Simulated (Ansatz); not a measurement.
AlN in the NiAs structure, relaxed with r2SCAN, was run in the PAW code Ansatz under altered settings. All numbers are computed, without spin polarisation but where a row says otherwise.

```xyz
4
Lattice="2.8329 0.0000 0.0000 -1.4164 2.4533 0.0000 0.0000 0.0000 4.8410" Properties=species:S:1:pos:R:3 pbc="T T T"
Al    0.0000    0.0000    0.0000
Al    0.0000    0.0000    2.4205
N     0.0000    1.6355    1.2103
N     1.4164    0.8178    3.6308
```

The base run's other keys:
```yaml
kpoints:
  mp_grid: { grid: [6, 6, 2] }
hamiltonian:
  xc: hse06
scf:
  occupations: { method: fixed }
  n_extra_bands: 5
```

It takes 10 iterations with 665 plane waves at 420 eV and 14 k points, and leaves a mean stress of -1.68 GPa. The gap over this mesh is 6.659 eV.

Outcomes, with energy and stress as changes against the base:
```tsv
setting	outcome	ΔF (meV/atom)	Δ mean stress (GPa)	gap on the mesh (eV)	iterations
PBE hybrid, exx coeff 0.35, omega 0.5 1/Å	converged	–	-1.1	6.344	11
PBE hybrid, exx coeff -0.2, omega 0.5 1/Å	refused	–	–	–	–
basis.ecutwfc: 40	converged, warned	+30811	-122.1	3.705	11
hamiltonian.dispersion: d2	refused	–	–	–	–
```
A dash marks a value that wasn't obtained or can't be compared. Stress is positive in compression. The base's mesh is coarse for a hybrid, so its own values aren't converged.

- PBE hybrid, exx coeff 0.35, omega 0.5 1/Å. That is 35 % exact exchange, screened with ω = 0.5 1/Å, against HSE06's 25 % screened at 0.208 1/Å. The mean stress moves by -1.1 GPa and the gap on the mesh by -0.315 eV (to 6.344). Totals of different functionals aren't comparable.
- PBE hybrid, exx coeff -0.2, omega 0.5 1/Å. It is rejected at once. Error: invalid value for `hamiltonian.xc.exx.coeff`: must be finite and in (0, 1]; got -0.2
- basis.ecutwfc: 40. 23 plane waves in place of 665. The free energy moves by +30811 meV an atom, the mean stress by -122.1 GPa and the gap on the mesh by -2.954 eV (to 3.705). The basis is too small: these are errors of the cutoff. Warned: cutoff below recommended, metallic iterate.
- hamiltonian.dispersion: d2. The input is refused before any iteration. Error: YAML parse error: line 15 column 15: hamiltonian.dispersion: `d2` is not `none`, `rvv10`, `d3bj`, `d3bjatm`, `d4` or a map `{method: …, s8: …, a1: …, a2_bohr: …}` (numbers without units, a2 in bohr) or `{method: …, functional: …}`

The stress of a hybrid is loosely converged in these runs.

The meshes of the hybrids are coarse, so their gaps aren't converged to the digits shown.
